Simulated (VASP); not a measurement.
# Y in VASP: reference runs

How does Y come out in PBE? The cell is run as given.

Everything below comes from runs of VASP 6.6.1. Logs are shortened: lines on timing, memory, paths and dates and some standing lists are left out, and cuts for length are marked.

## (1) The cell of the first run

The cell holds a slab with vacuum, 4 atoms: a = 3.651 Å, b = 3.651 Å, c = 23.621 Å, α = 90.00°, β = 90.00°, γ = 120.00°.

The slab is cut from a database's or a generator's crystal, which needn't be the stable form of the element.

## (2) Single point, PBE (the (0 0 1) slab of Y, cut from the database cell, not relaxed)

Input file INCAR:

```
SYSTEM = Y
PREC = Accurate
ENCUT = 520
EDIFF = 1E-7
ISMEAR = -1
SIGMA = 0.05
LREAL = .FALSE.
LASPH = .TRUE.
NELM = 60
ALGO = Normal
ISIF = 2
LWAVE = .FALSE.
LCHARG = .FALSE.
LDIPOL = .TRUE.
IDIPOL = 3
DIPOL = 0.5 0.5 0.500
GGA = PE
NBANDS = 30
```

Input file KPOINTS:

```
regular mesh
0
G
  8 8 1
  0 0 0
```

Input file POSCAR:

```
Y
1.0
    3.6514992371      0.0000000000      0.0000000000
   -1.8257496186      3.1622911012      0.0000000000
    0.0000000000      0.0000000000     23.6211000000
Y
4
Direct
    0.6666666667      0.3333333334      0.3175127323
    0.3333333333      0.6666666666      0.4391709108
    0.6666666667      0.3333333334      0.5608290892
    0.3333333333      0.6666666666      0.6824872677
```

Potentials or basis: VASP PAW PBE potentials, release 64 (Y_sv).

Command:

```
cat potpaw_PBE.64/Y_sv/POTCAR > POTCAR
mpirun -np 1 vasp_std > vasp.out
```

OUTCAR:

```text
SYSTEM = Y
   PREC = Accurate
   ENCUT = 520
   EDIFF = 1E-7
   ISMEAR = -1
   LREAL = .FALSE.
   LASPH = .TRUE.
   NELM = 60
   ISIF = 2
   GGA = PE

 ion  position               nearest neighbor table
   1  0.667  0.333  0.318-   2 3.56   2 3.56   2 3.56
   2  0.333  0.667  0.439-   3 3.56   3 3.56   3 3.56   1 3.56   1 3.56   1 3.56
   3  0.667  0.333  0.561-   2 3.56   2 3.56   2 3.56   4 3.56   4 3.56   4 3.56
   4  0.333  0.667  0.682-   3 3.56   3 3.56   3 3.56

  LATTYP: Found a hexagonal cell.
 ALAT       =     3.6514992371
 C/A-ratio  =     6.4688771560

  Lattice vectors:

 A1 = (   3.6514992371,   0.0000000000,   0.0000000000)
 A2 = (  -1.8257496186,   3.1622911012,   0.0000000000)
 A3 = (   0.0000000000,   0.0000000000,  23.6211000000)

Analysis of symmetry for initial positions (statically):
=====================================================================
 Subroutine PRICEL returns:
 Original cell was already a primitive cell.

 Routine SETGRP: Setting up the symmetry group for a
 hexagonal supercell.

 Subroutine GETGRP returns: Found 12 space group operations
 (whereof 12 operations were pure point group operations)
 out of a pool of 24 trial point group operations.

The static configuration has the point symmetry D_3d.

Analysis of symmetry for dynamics (positions and initial velocities):
=====================================================================
 Subroutine PRICEL returns:
 Original cell was already a primitive cell.

 Routine SETGRP: Setting up the symmetry group for a
 hexagonal supercell.

 Subroutine GETGRP returns: Found 12 space group operations
 (whereof 12 operations were pure point group operations)
 out of a pool of 24 trial point group operations.

The dynamic configuration has the point symmetry D_3d.

 Subroutine INISYM returns: Found 12 space group operations
 (whereof 12 operations are pure point group operations),
 and found     1 'primitive' translations

----------------------------------------------------------------------------------------

                                     Primitive cell

  volume of cell :     272.7553

  direct lattice vectors                    reciprocal lattice vectors
     3.651499237  0.000000000  0.000000000     0.273860115  0.158113211  0.000000000
    -1.825749619  3.162291101  0.000000000     0.000000000  0.316226422  0.000000000
     0.000000000  0.000000000 23.621100000     0.000000000  0.000000000  0.042335031

  length of vectors
     3.651499237  3.651499237 23.621100000     0.316226422  0.316226422  0.042335031

  position of ions in fractional coordinates (direct lattice)
     0.666666667  0.333333333  0.317512732
     0.333333333  0.666666667  0.439170911
     0.666666667  0.333333333  0.560829089
     0.333333333  0.666666667  0.682487268

  ion indices of the primitive-cell ions
   primitive index   ion index
                 1           1
                 2           2
                 3           3
                 4           4

----------------------------------------------------------------------------------------

 KPOINTS: regular mesh

Automatic generation of k-mesh.
 Grid dimensions read from file:
 generate k-points for:    8    8    1

 Generating k-lattice:

  Cartesian coordinates                     Fractional coordinates (reciprocal lattice)
     0.034232514  0.019764151  0.000000000     0.125000000  0.000000000  0.000000000
     0.000000000  0.039528303  0.000000000     0.000000000  0.125000000  0.000000000
     0.000000000  0.000000000  0.042335031     0.000000000  0.000000000  1.000000000

  Length of vectors
     0.039528303  0.039528303  0.042335031

  Shift w.r.t. Gamma in fractional coordinates (k-lattice)
     0.000000000  0.000000000  0.000000000

 Subroutine IBZKPT returns following result:
 ===========================================

 Found     10 irreducible k-points:

 Following reciprocal coordinates:
            Coordinates               Weight
  0.000000  0.000000  0.000000      1.000000
  0.125000  0.000000  0.000000      6.000000
  0.250000  0.000000  0.000000      6.000000
  0.375000  0.000000  0.000000      6.000000
  0.500000  0.000000  0.000000      3.000000
  0.125000  0.125000  0.000000      6.000000
  0.250000  0.125000  0.000000     12.000000
  0.375000  0.125000  0.000000     12.000000
  0.250000  0.250000  0.000000      6.000000
  0.375000  0.250000  0.000000      6.000000
   k-points           NKPTS =     10   k-points in BZ     NKDIM =     10   number of bands    NBANDS=     30
   number of dos      NEDOS =    301   number of ions     NIONS =      4
   total plane-waves  NPLWV = 141120
   dimension x,y,z NGX =    28 NGY =   28 NGZ =  180
   dimension x,y,z NGXF=    56 NGYF=   56 NGZF=  360
   ions per type =               4
   NGX,Y,Z   is equivalent  to a cutoff of  12.75, 12.75, 12.67 a.u.
   NGXF,Y,Z  is equivalent  to a cutoff of  25.50, 25.50, 25.34 a.u.
 SYSTEM =  Y
   PREC   = accura    normal or accurate (medium, high low for compatibility)
   ISTART =      0    job   : 0-new  1-cont  2-samecut
   ICHARG =      2    charge: 1-file 2-atom 10-const
   ISPIN  =      1    spin polarized calculation?
   LNONCOLLINEAR =      F non collinear calculations
   LSORBIT =      F    spin-orbit coupling
   LASPH  =      T    aspherical Exc in radial PAW
   ENCUT  =  520.0 eV  38.22 Ry    6.18 a.u.   6.79  6.79 43.92*2*pi/ulx,y,z
   NELM   =     60;   NELMIN=  2; NELMDL= -5     # of ELM steps
   EDIFF  = 0.1E-06   stopping-criterion for ELM
   LREAL  =      F    real-space projection
   EDIFFG = 0.1E-05   stopping-criterion for IOM
   NSW    =      0    number of steps for IOM
   IBRION =     -1    ionic relax: 0-MD 1-quasi-New 2-CG
   NFREE  =      0    steps in history (QN), initial steepest desc. (CG)
   ISIF   =      2    stress and relaxation
   ISYM   =      2    0-nonsym 1-usesym 2-fastsym
   POTIM  = 0.5000    time-step for ionic-motion
   TEBEG  =    0.0;   TEEND  =   0.0 temperature during run
   PSTRESS=    0.0 pullay stress
   NELECT =      44.0000    total number of electrons
   NUPDOWN=      -1.0000    fix difference up-down
   EMIN   =  10.00;   EMAX   =-10.00  energy-range for DOS
   EFERMI =   0.00;   METHOD = LEGACY
   ISMEAR =    -1;   SIGMA  =   0.05  broadening in eV -4-tet -1-fermi 0-gaus
   EFERMI_NEDOS =   21; number of points for ismear=-14 and -15
   IALGO  =     38    algorithm
   IMIX   =      4    mixing-type and parameters
     AMIX     =   0.40;   BMIX     =  1.00
     AMIX_MAG =   1.60;   BMIX_MAG =  1.00
  volume/ion in A,a.u.               =      68.19       460.16
  Fermi-wavevector in a.u.,A,eV,Ry     =   0.891185  1.684096 10.805899  0.794211
  Thomas-Fermi vector in A             =   2.012973
   LORBIT       =      0    0 simple, 1 ext, 2 COOP (PROOUT), +10 PAW based schemes
   GGA     = PE    functional components
   LHFCALC =     F    Hartree Fock is set to
   AEXX    =    0.0000 exact exchange contribution
   IVDW    =     0    specifies the selected vdW correction
   LEPSILON=     F    determine dielectric tensor
   LRPA    =     F    only Hartree local field effects (RPA)
 non-spin polarized calculation
  energy-cutoff  :      520.00
  volume of cell :      272.76
 maximum number of plane-waves:      7359
 NGX is ok and might be reduce to    28
   NGX = 13   NGY = 13   NGZ = 87

 dipolmoment           0.000000      0.000000     -0.000000 electrons x Angstroem

 number of electron      44.0000002 magnetization

 dipolmoment           0.000000      0.000000      0.000000 electrons x Angstroem

 Free energy of the ion-electron system (eV)
  ---------------------------------------------------
  ext. energy  EPLUGINS =         0.00000000
  ---------------------------------------------------
  free energy    TOTEN  =       -24.29639506 eV

  energy without entropy =      -24.21044766  energy(sigma->0) =      -24.25342136

 E-fermi :  -0.0938     XC(G=0):  -5.3499

 val. band max:       -0.1247615367   @ k =   0.2500   0.0000   0.0000
 cond. band min:      -0.0860652315   @ k =   0.1250   0.1250   0.0000
 fundamental gap:      0.0386963052
 Fermi energy:        -0.0937618179

 k-point     1 :       0.0000    0.0000    0.0000
  band No.  band energies     occupation
      1     -43.2805      2.00000
      2     -43.2805      2.00000
      3     -42.7089      2.00000
      4     -42.6741      2.00000
      5     -23.3491      2.00000
      6     -23.3368      2.00000
[... 22 lines left out ...]
     29       1.6514      0.00000
     30       1.6569      0.00000

 k-point     2 :       0.1250    0.0000    0.0000
  band No.  band energies     occupation
      1     -43.2756      2.00000
      2     -43.2756      2.00000
      3     -42.7028      2.00000
      4     -42.6704      2.00000
      5     -23.3374      2.00000
      6     -23.3283      2.00000
[... 22 lines left out ...]
     29       1.7894      0.00000
     30       1.8328      0.00000

 k-point     3 :       0.2500    0.0000    0.0000
  band No.  band energies     occupation
      1     -43.2637      2.00000
      2     -43.2637      2.00000
      3     -42.6878      2.00000
      4     -42.6619      2.00000
      5     -23.3107      2.00000
      6     -23.3084      2.00000
[... 22 lines left out ...]
     29       1.9616      0.00000
     30       2.0623      0.00000

 k-point     4 :       0.3750    0.0000    0.0000
  band No.  band energies     occupation
      1     -43.2519      2.00000
      2     -43.2519      2.00000
      3     -42.6715      2.00000
      4     -42.6546      2.00000
      5     -23.3483      2.00000
      6     -23.3458      2.00000
[... 154 lines left out ...]
     29       1.4111      0.00000
     30       2.0455      0.00000

 k-point     9 :       0.2500    0.2500    0.0000
  band No.  band energies     occupation
      1     -43.2469      2.00000
      2     -43.2469      2.00000
      3     -42.6639      2.00000
      4     -42.6524      2.00000
      5     -23.3310      2.00000
      6     -23.3302      2.00000
[... 22 lines left out ...]
     29       1.2447      0.00000
     30       1.9125      0.00000

 k-point    10 :       0.3750    0.2500    0.0000
  band No.  band energies     occupation
      1     -43.2434      2.00000
      2     -43.2434      2.00000
      3     -42.6570      2.00000
      4     -42.6523      2.00000
      5     -23.3332      2.00000
      6     -23.3326      2.00000
[... 22 lines left out ...]
     29       0.9322      0.00000
     30       2.2113      0.00000

------------------------ aborting loop because EDIFF is reached ----------------------------------------

 vacuum level on the upper side and lower side of the slab       (xc-potential included)        -0.167        -0.167

  FORCE on cell =-STRESS in cart. coord.  units (eV):
  Direction    XX          YY          ZZ          XY          YZ          ZX
  --------------------------------------------------------------------------------------
  -------------------------------------------------------------------------------------
  Total       -1.5264987     -1.5264987     -1.1680313      0.0000000      0.0000000     -0.0000000
  in kB       -8.9667248     -8.9667248     -6.8610707      0.0000000      0.0000000     -0.0000000
  external PRESSURE =      -8.2648401 kB  Pullay stress =       0.0000000 kB

 VOLUME and BASIS-vectors are now :
 -----------------------------------------------------------------------------
  energy-cutoff  :      520.00
  volume of cell :      272.76
      direct lattice vectors                 reciprocal lattice vectors
     3.651499237  0.000000000  0.000000000     0.273860115  0.158113211  0.000000000
    -1.825749619  3.162291101  0.000000000     0.000000000  0.316226422  0.000000000
     0.000000000  0.000000000 23.621100000     0.000000000  0.000000000  0.042335031

 POSITION                                       TOTAL-FORCE (eV/Angst)
 -----------------------------------------------------------------------------------
      1.82575      1.05410      7.50000        -0.000000      0.000000      0.196192
     -0.00000      2.10819     10.37370        -0.000000      0.000000     -0.183995
      1.82575      1.05410     13.24740         0.000000      0.000000      0.183995
     -0.00000      2.10819     16.12110         0.000000     -0.000000     -0.196192
 -----------------------------------------------------------------------------------
    total drift:                               -0.000000      0.000000      0.000000

  FREE ENERGIE OF THE ION-ELECTRON SYSTEM (eV)
  ---------------------------------------------------
  free  energy   TOTEN  =       -24.2963950575 eV

  energy  without entropy=      -24.2104476628  energy(sigma->0) =      -24.25342136

 vacuum level on the upper side and lower side of the slab         3.031         3.031
```

Run time: 3 min. Hardware: 1 thread of Intel Xeon Platinum 8488C (Sapphire Rapids), shared host; peak memory 0.37 GiB.

What came out:

```yaml
Free_energy: -24.2964 eV
Largest_force: 0.196 eV/Å
Band_gap_on_the_k_mesh: none (metal or under the smearing width)
```

Forces on the atoms (eV/Å):
```
Y    0.000  0.000  0.196
Y    0.000  0.000 -0.184
Y    0.000  0.000  0.184
Y    0.000  0.000 -0.196
```
